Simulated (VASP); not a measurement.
Crystal: In.

```
CELL_PARAMETERS angstrom
-1.88253 1.88253 1.88253
1.88253 -1.88253 1.88253
1.88253 1.88253 -1.88253
ATOMIC_POSITIONS crystal
In 0.00000 0.00000 0.00000
```

This isn't the form of In at room conditions, which is tetragonal.

- Program: VASP 6.6.1
- Task: relaxation of cell and atoms
- Functional: PBE
- Potentials or basis: VASP PAW PBE potentials, release 64 (In_d)
- Cutoff: 600 eV
- k mesh: 16 × 16 × 16
- Occupations: gaussian, width 0.1 eV
- Spin: no spin polarisation

At the start: pressure 1.7 GPa; volume 26.69 Å³/atom.

Question: How do energy, volume and symmetry change on relaxing?

Answer: Over 3 steps the energy falls by 5.9 meV/atom and the volume is 27.84 Å³/atom (+4.3 %); space group Im-3m (No. 229, to 0.05 Å).

The path:
```
step  energy change (eV)  largest force (eV/Å)  pressure (GPa)  volume (Å³)
   1              0.0000                0.0000            1.67        26.69
   2             -0.0059                0.0000            0.09        27.77
   3             -0.0059                0.0000            0.05        27.84
```

Final structure:
```xyz
1
Lattice="-1.9092 1.9092 1.9092 1.9092 -1.9092 1.9092 1.9092 1.9092 -1.9092" Properties=species:S:1:pos:R:3 pbc="T T T"
In    0.0000    0.0000    0.0000
```
